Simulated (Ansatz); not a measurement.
Ga:

```xyz
1
Lattice="-1.3844 1.3844 2.3112 1.3844 -1.3844 2.3112 1.3844 1.3844 -2.3112" Properties=species:S:1:pos:R:3 pbc="T T T"
Ga    0.0000    0.0000    0.0000
```

This isn't the form of Ga at room conditions, which is orthorhombic.

Base run:

- Program: Ansatz 0.2.0
- Functional: PBEsol
- Potentials or basis: all-electron LAPW, scalar-relativistic
- Cutoff: 238 eV
- Density cutoff: 951 eV
- Basis error allowed: 0.001 eV/atom
- k mesh: 13 × 13 × 13
- Occupations: fermi-dirac, width 0.05 eV
- Spin: no spin polarisation

Its results: pressure -0.3 GPa.

Question: The run is repeated on the same cell with these changes: functional from PBEsol to LDA. What comes out?

Answer: Pressure -2.4 GPa.

LDA binds more tightly than PBEsol, so the same cell stands under less pressure.

Not every run made on this cell is shown here.
